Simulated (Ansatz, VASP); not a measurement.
# BN: VASP beside Ansatz

```
CELL_PARAMETERS angstrom
2.55394 0.00000 0.00000
-1.27697 2.21178 0.00000
0.00000 0.00000 4.22685
ATOMIC_POSITIONS crystal
B 0.66667 0.33333 0.99972
B 0.33333 0.66667 0.49972
N 0.66667 0.33333 0.55430
N 0.33333 0.66667 0.05430
```

Change from the starting cell: all N atoms moved -0.300 Å, as atom 3 along Cartesian [0 0 1].

Alike in both runs: task single point; functional r2SCAN; k mesh 12 × 12 × 6; occupations gaussian, width 0.05 eV; no spin polarisation.

|  | VASP | Ansatz |
| --- | --- | --- |
| version | VASP 6.6.1 | Ansatz 0.2.0 |
| potentials or method | VASP PAW PBE potentials, release 64 (B, N) | scalar-relativistic, plane waves, PAW |
| plane-wave cutoff (eV) | 520 | 500 |
| valence electrons in the cell | 16 | 16 |

```tsv
	VASP	Ansatz	Ansatz less VASP
gap on the k mesh at the Fermi level (eV)	4.52	4.50	-0.016
least direct gap on the mesh (eV)	7.18	7.16	-0.022
pressure (GPa)	13.4	12.4	-0.96
largest component of the traceless stress (GPa)	29.48	29.97	+0.484
rms of the force components (eV/Å)	1.407	1.421	+0.0135
```

Atom by atom the forces differ by 0.013 eV/Å (rms over components). With one functional, cell and mesh, what is left measures potentials, basis and numerics.

Caveats: the PAW data sets were made with another functional, which shifts forces and pressure a little (VASP). A k mesh can miss the band edges.
